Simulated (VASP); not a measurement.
# MoSe2 (P6_3/mmc) in VASP: elastic constants with PBE+D3(BJ)

Aim: the elastic constants of MoSe2 with PBE+D3(BJ).

Program: VASP 6.6.1. These are calculated values, not measurements. Logs are shortened: lines on timing, memory, paths and dates and some standing lists are left out, and cuts for length are marked.

### Step 1. The crystal as given

It takes space group P6_3/mmc (No. 194, hexagonal). Conventional cell: a = 3.288 Å, b = 3.288 Å, c = 12.900 Å, α = 90.00°, β = 90.00°, γ = 120.00°. Mo (site symmetry -6m2) is surrounded by 6 Se at 2.49 Å. Se (site symmetry 3m) has 3 Mo at 2.49 Å as nearest neighbours.

### Step 2. Elastic constants, PBE+D3(BJ)

POSCAR

```
MoSe2
1.0
    3.2880000000      0.0000000000      0.0000000000
   -1.6440000000      2.8474915300      0.0000000000
    0.0000000000      0.0000000000     12.9000000000
Mo Se
2 4
Direct
    0.3333333300      0.6666666700      0.2500000000
    0.6666666700      0.3333333300      0.7500000000
    0.3333333300      0.6666666700      0.6250000000
    0.6666666700      0.3333333300      0.1250000000
    0.3333333300      0.6666666700      0.8750000000
    0.6666666700      0.3333333300      0.3750000000
```

INCAR.step1

```
ALGO = Normal
EDIFF = 1E-8
EDIFFG = -0.002
ENCUT = 600
GGA = PE
IBRION = 2
ISIF = 3
ISMEAR = 0
IVDW = 12
LASPH = T
LCHARG = F
LREAL = F
LWAVE = F
NELM = 100
NSW = 40
PREC = Accurate
SIGMA = 0.02
```

INCAR.step2

```
ALGO = Normal
EDIFF = 1E-8
ENCUT = 600
GGA = PE
IBRION = 6
ISIF = 3
ISMEAR = 0
IVDW = 12
LASPH = T
LCHARG = F
LREAL = F
LWAVE = F
NELM = 100
NFREE = 2
NSW = 1
POTIM = 0.015
PREC = Accurate
SIGMA = 0.02
```

KPOINTS

```
k-points
0
Gamma
  7 7 2
```

Potentials or basis: VASP PAW PBE potentials, release 64 (Mo_sv, Se).

Launch:

```
> cat potpaw_PBE.64/Mo_sv/POTCAR potpaw_PBE.64/Se/POTCAR > POTCAR
> cp INCAR.step1 INCAR
> mpirun -np 1 vasp_std > vasp.out
> cp CONTCAR POSCAR
> cp INCAR.step2 INCAR
> mpirun -np 1 vasp_std > vasp.out
```

OUTCAR:

```text
EDIFF = 1E-8
   ENCUT = 600
   GGA = PE
   IBRION = 6
   ISIF = 3
   ISMEAR = 0
   IVDW = 12
   LASPH = T
   LREAL = F
   NELM = 100
   NFREE = 2
   NSW = 1
   POTIM = 0.015
   PREC = Accurate
 IVDW          = 12

 ion  position               nearest neighbor table
   1  0.333  0.667  0.250-   4 2.53   6 2.53   4 2.53   6 2.53   4 2.53   6 2.53
   2  0.667  0.333  0.750-   3 2.53   5 2.53   3 2.53   5 2.53   3 2.53   5 2.53
   3  0.333  0.667  0.618-   2 2.53   2 2.53   2 2.53
   4  0.667  0.333  0.118-   1 2.53   1 2.53   1 2.53
   5  0.333  0.667  0.882-   2 2.53   2 2.53   2 2.53
   6  0.667  0.333  0.382-   1 2.53   1 2.53   1 2.53

  LATTYP: Found a hexagonal cell.
 ALAT       =     3.2788116934
 C/A-ratio  =     3.8814555891

  Lattice vectors:

 A1 = (   3.2788116934,   0.0000000000,   0.0000000000)
 A2 = (  -1.6394058467,   2.8395342231,   0.0000000000)
 A3 = (   0.0000000000,   0.0000000000,  12.7265619730)

Analysis of symmetry for initial positions (statically):
=====================================================================
 Subroutine PRICEL returns:
 Original cell was already a primitive cell.

 Routine SETGRP: Setting up the symmetry group for a
 hexagonal supercell.

 Subroutine GETGRP returns: Found 24 space group operations
 (whereof 12 operations were pure point group operations)
 out of a pool of 24 trial point group operations.

The static configuration has the point symmetry D_3d.
 The point group associated with its full space group is D_6h.

Analysis of symmetry for dynamics (positions and initial velocities):
=====================================================================
 Subroutine PRICEL returns:
 Original cell was already a primitive cell.

 Routine SETGRP: Setting up the symmetry group for a
 hexagonal supercell.

 Subroutine GETGRP returns: Found 24 space group operations
 (whereof 12 operations were pure point group operations)
 out of a pool of 24 trial point group operations.

The dynamic configuration has the point symmetry D_3d.
 The point group associated with its full space group is D_6h.

 Subroutine INISYM returns: Found 24 space group operations
 (whereof 12 operations are pure point group operations),
 and found     1 'primitive' translations

----------------------------------------------------------------------------------------

                                     Primitive cell

  volume of cell :     118.4881

  direct lattice vectors                    reciprocal lattice vectors
     3.278811693  0.000000000  0.000000000     0.304988543  0.176085217  0.000000000
    -1.639405847  2.839534223  0.000000000     0.000000000  0.352170434  0.000000000
     0.000000000  0.000000000 12.726561973     0.000000000  0.000000000  0.078575817

  length of vectors
     3.278811693  3.278811695 12.726561973     0.352170434  0.352170434  0.078575817

  position of ions in fractional coordinates (direct lattice)
     0.333333330  0.666666670  0.250000000
     0.666666670  0.333333330  0.750000000
     0.333333330  0.666666670  0.618349814
     0.666666670  0.333333330  0.118349814
     0.333333330  0.666666670  0.881650186
     0.666666670  0.333333330  0.381650186

  ion indices of the primitive-cell ions
   primitive index   ion index
                 1           1
                 2           2
                 3           3
                 4           4
                 5           5
                 6           6

----------------------------------------------------------------------------------------

 KPOINTS: k-points

Automatic generation of k-mesh.
 Grid dimensions read from file:
 generate k-points for:    7    7    2

 Generating k-lattice:

  Cartesian coordinates                     Fractional coordinates (reciprocal lattice)
     0.043569792  0.025155031  0.000000000     0.142857143  0.000000000  0.000000000
     0.000000000  0.050310062  0.000000000     0.000000000  0.142857143  0.000000000
     0.000000000  0.000000000  0.039287908     0.000000000  0.000000000  0.500000000

  Length of vectors
     0.050310062  0.050310062  0.039287908

[... 40 lines left out ...]
   LSORBIT =      F    spin-orbit coupling
   LASPH  =      T    aspherical Exc in radial PAW
   ENCUT  =  600.0 eV  44.10 Ry    6.64 a.u.   6.55  6.55 25.42*2*pi/ulx,y,z
   NELM   =    100;   NELMIN=  2; NELMDL=  0     # of ELM steps
   EDIFF  = 0.1E-07   stopping-criterion for ELM
   LREAL  =      F    real-space projection
   EDIFFG = 0.1E-06   stopping-criterion for IOM
   NSW    =    109    number of steps for IOM
   IBRION =      6    ionic relax: 0-MD 1-quasi-New 2-CG
   NFREE  =      2    steps in history (QN), initial steepest desc. (CG)
   ISIF   =      3    stress and relaxation
   ISYM   =      2    0-nonsym 1-usesym 2-fastsym
   POTIM  = 0.0150    time-step for ionic-motion
   TEBEG  =    0.0;   TEEND  =   0.0 temperature during run
   PSTRESS=    0.0 pullay stress
   NELECT =      52.0000    total number of electrons
   NUPDOWN=      -1.0000    fix difference up-down
   EMIN   =  10.00;   EMAX   =-10.00  energy-range for DOS
   EFERMI =   0.00;   METHOD = LEGACY
   ISMEAR =     0;   SIGMA  =   0.02  broadening in eV -4-tet -1-fermi 0-gaus
   EFERMI_NEDOS =   21; number of points for ismear=-14 and -15
   IALGO  =     38    algorithm
   IMIX   =      4    mixing-type and parameters
     AMIX     =   0.40;   BMIX     =  1.00
     AMIX_MAG =   1.60;   BMIX_MAG =  1.00
  volume/ion in A,a.u.               =      19.75       133.27
  Fermi-wavevector in a.u.,A,eV,Ry     =   1.244088  2.350985 21.058480  1.547755
  Thomas-Fermi vector in A             =   2.378370
   LORBIT       =      0    0 simple, 1 ext, 2 COOP (PROOUT), +10 PAW based schemes
   GGA     = PE    functional components
   LHFCALC =     F    Hartree Fock is set to
   AEXX    =    0.0000 exact exchange contribution
   IVDW    =    12    specifies the selected vdW correction
   LEPSILON=     F    determine dielectric tensor
   LRPA    =     F    only Hartree local field effects (RPA)
 finite differences with symmetry
 non-spin polarized calculation
 Gauss-broadening in eV      SIGMA  =   0.02
  energy-cutoff  :      600.00
  volume of cell :      118.49
 maximum number of plane-waves:      4011
 NGX is ok and might be reduce to    28
   NGX = 13   NGY = 13   NGZ = 51

--------------------------------------- Ionic step        1  -------------------------------------------

 number of electron      52.0000002 magnetization

 Free energy of the ion-electron system (eV)
  ---------------------------------------------------
  ext. energy  EPLUGINS =         0.00000000
  ---------------------------------------------------
  free energy    TOTEN  =       -39.81206686 eV

  energy without entropy =      -39.81206686  energy(sigma->0) =      -39.81206686

------------------------ aborting loop because EDIFF is reached ----------------------------------------

 Edisp (eV)   -2.87314

 E8    (eV) :    -1.2395
[... 117 lines left out ...]
  FREE ENERGIE OF THE ION-ELECTRON SYSTEM (eV)
  ---------------------------------------------------
  free  energy   TOTEN  =       -42.6663057785 eV

  energy  without entropy=      -42.6663057785  energy(sigma->0) =      -42.66630578

[... ionic steps 4 to 18 ...]

--------------------------------------- Ionic step       19  -------------------------------------------

 number of electron      52.0000002 magnetization

------------------------ aborting loop because EDIFF is reached ----------------------------------------
[... 83 lines left out ...]
--------------------------------------- Ionic step       21  -------------------------------------------

 number of electron      52.0000002 magnetization

 Free energy of the ion-electron system (eV)
  ---------------------------------------------------
  ext. energy  EPLUGINS =         0.00000000
  ---------------------------------------------------
  free energy    TOTEN  =       -39.81034665 eV

  energy without entropy =      -39.81034665  energy(sigma->0) =      -39.81034665

 E-fermi :   6.8199     XC(G=0): -10.8345

 val. band max:        6.7152993376   @ k =   0.0000   0.0000   0.0000
 cond. band min:       7.6313204219   @ k =   0.1429   0.1429   0.0000
 fundamental gap:      0.9160210843
 Fermi energy:         6.8199081490

 k-point     1 :       0.0000    0.0000    0.0000
  band No.  band energies     occupation
      1     -54.4875      2.00000
      2     -54.4827      2.00000
      3     -28.6571      2.00000
      4     -28.6505      2.00000
      5     -28.4607      2.00000
      6     -28.4607      2.00000
[... 570 lines left out ...]
  FREE ENERGIE OF THE ION-ELECTRON SYSTEM (eV)
  ---------------------------------------------------
  free  energy   TOTEN  =       -42.6835045306 eV

  energy  without entropy=      -42.6835045306  energy(sigma->0) =      -42.68350453

 INTERNAL STRAIN TENSORS FROM STRAINED CELLS
 ============================================

 INTERNAL STRAIN TENSOR FOR ION    1 for displacements in x,y,z  (eV/Angst):
          X           Y           Z          XY          YZ          ZX
  --------------------------------------------------------------------------------
  x    -0.00000     0.00000    -0.00000    -6.72456     0.00000     0.00000
  y    -6.73241     6.73970     0.00000    -0.00001     0.00010     0.00002
  z    -0.00000    -0.00000     0.00000    -0.00000     0.00011    -0.00000

 INTERNAL STRAIN TENSORS FROM DISPLACED ATOMS
 ============================================

 INTERNAL STRAIN TENSOR FOR ION    1 for displacements in x,y,z  (eV/Angst):
          X           Y           Z          XY          YZ          ZX
  --------------------------------------------------------------------------------
  x     0.00000     0.00000     0.00000    -6.72033     0.00000     0.00000
  y    -6.72033     6.72033     0.00000    -0.00000     0.00000     0.00000
  z    -0.00000    -0.00000    -0.00000     0.00000     0.00000     0.00000

 INTERNAL STRAIN TENSOR FOR ION    6 for displacements in x,y,z  (eV/Angst):
          X           Y           Z          XY          YZ          ZX
  --------------------------------------------------------------------------------
  x     0.00000     0.00000     0.00000     3.51951     0.00000   -12.62801
  y     3.51951    -3.51951     0.00000     0.00000   -12.62801     0.00000
  z    -9.50390    -9.50390   -25.59061     0.00000    -0.00000     0.00000

 Eigenvectors and eigenvalues of the dynamical matrix
 ----------------------------------------------------

   1 f  =   10.496494 THz    65.951415 2PiTHz  350.125342 cm-1    43.409990 meV
             X         Y         Z           dx          dy          dz
     -0.000000  1.893023  3.181640    -0.000000    0.000000   -0.554489
      1.639406  0.946511  9.544921    -0.000000   -0.000000    0.554489
     -0.000000  1.893023  7.869467     0.000000    0.000000   -0.310275
      1.639406  0.946511  1.506186     0.000000   -0.000000    0.310275
     -0.000000  1.893023 11.220376     0.000000    0.000000   -0.310275
      1.639406  0.946511  4.857095     0.000000   -0.000000    0.310275
[... 145 lines left out ...]
  18 f/i=    0.000342 THz     0.002148 2PiTHz    0.011404 cm-1     0.001414 meV
             X         Y         Z           dx          dy          dz
     -0.000000  1.893023  3.181640    -0.000000    0.000000   -0.434680
      1.639406  0.946511  9.544921    -0.000000    0.000000   -0.434680
     -0.000000  1.893023  7.869467    -0.000000    0.000000   -0.394369
      1.639406  0.946511  1.506186    -0.000000    0.000000   -0.394369
     -0.000000  1.893023 11.220376    -0.000000    0.000000   -0.394369
      1.639406  0.946511  4.857095    -0.000000    0.000000   -0.394369

--------------------------------------------------------------------------------------------------------

 ELASTIC MODULI CONTR FROM IONIC RELAXATION (kBar)
 Direction    XX          YY          ZZ          XY          YZ          ZX
 --------------------------------------------------------------------------------
 XX        -357.9887   -205.6630   -758.8565     -0.0000     -0.0000     -0.0000
 YY        -205.6630   -357.9887   -758.8565      0.0000     -0.0000      0.0000
 ZZ        -758.8565   -758.8565  -2043.3298      0.0000     -0.0000     -0.0000
 XY          -0.0000      0.0000      0.0000    -76.1628     -0.0000     -0.0000
 YZ          -0.0000      0.0000     -0.0000     -0.0000  -1060.9789      0.0000
 ZX          -0.0000      0.0000     -0.0000      0.0000      0.0000  -1060.9774
 --------------------------------------------------------------------------------

 TOTAL ELASTIC MODULI (kBar)
 Direction    XX          YY          ZZ          XY          YZ          ZX
 --------------------------------------------------------------------------------
 XX        1850.3500    411.0405    134.3159     -0.0000     -0.0000     -0.0000
 YY         411.0405   1850.3500    134.3159      0.0000     -0.0000      0.0000
 ZZ         134.3159    134.3159    657.6773      0.0000     -0.0000     -0.0000
 XY          -0.0000      0.0000      0.0000    719.6547     -0.0000     -0.0000
 YZ          -0.0000      0.0000     -0.0000     -0.0000    224.7753      0.0000
 ZX          -0.0000      0.0000     -0.0000      0.0000      0.0000    224.7760
 --------------------------------------------------------------------------------
```

Wall time 56 min (1 thread of AMD EPYC 7R13 (Zen 3), shared host); peak memory 0.51 GiB.

Results:

```
Relaxed volume                                          : 19.75 Å³/atom
Relaxed cell                                            : a = 3.279 Å, b = 3.279 Å, c = 12.727 Å, α = 90.00°, β = 90.00°, γ = 120.00°
Space group after relaxing (to 0.05 Å)                  : P6_3/mmc (No. 194)
Voigt bulk modulus                                      : 64 GPa
Highest phonon frequency at Γ, LO-TO splitting left out : 350 cm⁻¹
Dispersion energy per atom                              : -0.479 eV
```

Step by step:
| step | energy change (eV) | largest force (eV/Å) | pressure (GPa) | volume (Å³) |
| --- | --- | --- | --- | --- |
| 1 | 0.0000 | 1.1436 | 4.52 | 120.78 |
| 2 | 0.2310 | 1.2838 | -9.26 | 130.93 |
| 3 | -0.1071 | 0.1493 | -1.23 | 124.27 |
| 4 | -0.1073 | 0.1815 | -1.04 | 124.14 |
| 5 | -0.1223 | 0.1172 | -0.29 | 122.48 |
| 6 | -0.1231 | 0.0996 | -0.06 | 122.01 |
| 7 | -0.1275 | 0.0922 | -0.05 | 121.58 |
| 8 | -0.1381 | 0.0693 | 0.01 | 120.28 |
| 9 | -0.1435 | 0.0175 | 0.31 | 117.68 |
| 10 | -0.1445 | 0.0386 | 0.21 | 118.47 |
| 11 | -0.1445 | 0.0358 | 0.23 | 118.36 |
| 12 | -0.1392 | 0.1943 | -1.30 | 119.25 |
| 13 | -0.1446 | 0.0014 | 0.00 | 118.49 |
| 14 | -0.1446 | 0.0008 | -0.01 | 118.49 |

Final structure:
```
CELL_PARAMETERS angstrom
3.27881 0.00000 0.00000
-1.63941 2.83953 0.00000
0.00000 0.00000 12.72656
ATOMIC_POSITIONS crystal
Mo 0.33333 0.66667 0.25000
Mo 0.66667 0.33333 0.75000
Se 0.33333 0.66667 0.61835
Se 0.66667 0.33333 0.11835
Se 0.33333 0.66667 0.88165
Se 0.66667 0.33333 0.38165
```

Phonon frequencies in cm⁻¹ (negative: imaginary):
| q point | frequencies |
| --- | --- |
| (0.000, 0.000, 0.000) | 0 0 0 30 30 52 165 165 167 167 238 244 282 282 282 282 346 350 |

Elastic tensor in Voigt notation (GPa, in the Cartesian axes of the cell as first typed):
```
185  41  13   0   0   0
 41 185  13   0   0   0
 13  13  66   0   0   0
  0   0   0  22   0   0
  0   0   0   0  22   0
  0   0   0   0   0  72
```

Clamped-ion elastic tensor (GPa):
```
221  62  89   0   0   0
 62 221  89   0   0   0
 89  89 270   0   0   0
  0   0   0 129   0   0
  0   0   0   0 129   0
  0   0   0   0   0  80
```
